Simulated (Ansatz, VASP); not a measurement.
**NaCl: VASP beside Ansatz**

Contents of INCAR:

```
SYSTEM = NaCl
PREC = Accurate ; ENCUT = 520
EDIFF = 1E-7 ; ISMEAR = 0
SIGMA = 0.01 ; LREAL = .FALSE.
LASPH = .TRUE. ; NELM = 80
ALGO = Normal ; ISIF = 2
LWAVE = .FALSE. ; LCHARG = .FALSE.
GGA = PE ; NBANDS = 14
```

Contents of KPOINTS:

```
regular mesh
0
G
  6 6 6
  0 0 0
```

Contents of POSCAR:

```
NaCl
1.0
    0.0000000000      2.7889731358      2.7889731358
    2.7889731358      0.0000000000      2.7889731358
    2.7889731358      2.7889731358      0.0000000000
Na Cl
1 1
Direct
    0.0000000000      0.0000000000      0.0000000000
    0.5000000000      0.5000000000      0.5000000000
```

Input for Ansatz:

```yaml
crystal:
  lattice:
    - [0.0, 2.7889731358, 2.7889731358]
    - [2.7889731358, 0.0, 2.7889731358]
    - [2.7889731358, 2.7889731358, 0.0]
  atoms:
    - { symbol: Na, position: [0.0, 0.0, 0.0] }
    - { symbol: Cl, position: [0.5, 0.5, 0.5] }
kpoints:
  mp_grid: { grid: [6, 6, 6] }
hamiltonian:
  xc: pbe
scf:
  occupations: { method: fixed }
  n_extra_bands: 4
output:
  forces: true
  stress: true
  eigenvalues: true
```

Alike in both runs: task single point; functional PBE; k mesh 6 × 6 × 6; no spin polarisation.

|  | VASP | Ansatz |
| --- | --- | --- |
| version | VASP 6.6.1 | Ansatz 0.2.0 |
| potentials or method | VASP PAW PBE potentials, release 64 (Na_pv, Cl) | plane waves, PAW |
| plane-wave cutoff (eV) | 520 | 420 |
| occupations | gaussian, width 0.01 eV | fixed |
| valence electrons in the cell | 14 | 16 |

|  | VASP | Ansatz | Ansatz less VASP |
| --- | --- | --- | --- |
| gap on the k mesh at the Fermi level (eV) | 5.24 | 5.24 | 0.000 |
| pressure (GPa) | 1.7 | 1.7 | +0.03 |

The two sets of potentials don't hold the same shells in valence.
